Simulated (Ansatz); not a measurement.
Pd:

```
CELL_PARAMETERS angstrom
0.00000 1.94650 1.94650
1.94650 0.00000 1.94650
1.94650 1.94650 0.00000
ATOMIC_POSITIONS crystal
Pd 0.00000 0.00000 0.00000
```

| Item | Value |
| --- | --- |
| Program | Ansatz 0.2.0 |
| Task | relaxation of cell and atoms |
| Functional | revPBE |
| Dispersion | D3(BJ) |
| Potentials or basis | Ansatz PAW |
| Cutoff | 420 eV (not typed: the program's choice for these potentials) |
| k mesh | 12 × 12 × 12 |
| Occupations | fermi-dirac, width 0.05 eV |
| Spin | no spin polarisation |

At the start: volume 14.75 Å³/atom.

Task: Where does the relaxation end?

Result: It ends after 5 steps and the volume is 14.43 Å³/atom (-2.2 %); space group Fm-3m (No. 225, to 0.05 Å).

The path:
```csv
step,energy change (eV),largest force (eV/Å),volume (Å³)
1,0.0000,0.0000,14.75
2,-0.0025,0.0000,14.21
3,-0.0045,0.0000,14.44
4,-0.0045,0.0000,14.43
5,-0.0043,0.0000,14.43
```

Final structure:
```yaml
crystal:
  lattice:
    - [0.00000, 1.93212, 1.93212]
    - [1.93212, 0.00000, 1.93212]
    - [1.93212, 1.93212, 0.00000]
  atoms:
    - { symbol: Pd, position: [0.00000, 0.00000, 0.00000] }
```

Caveat: the plane-wave basis is chosen anew once the cell has moved, so the energies of steps on either side of that aren't comparable; the PAW data sets come from PBE, with cores solved anew for the run's functional, which leaves a small shift of forces and pressure.
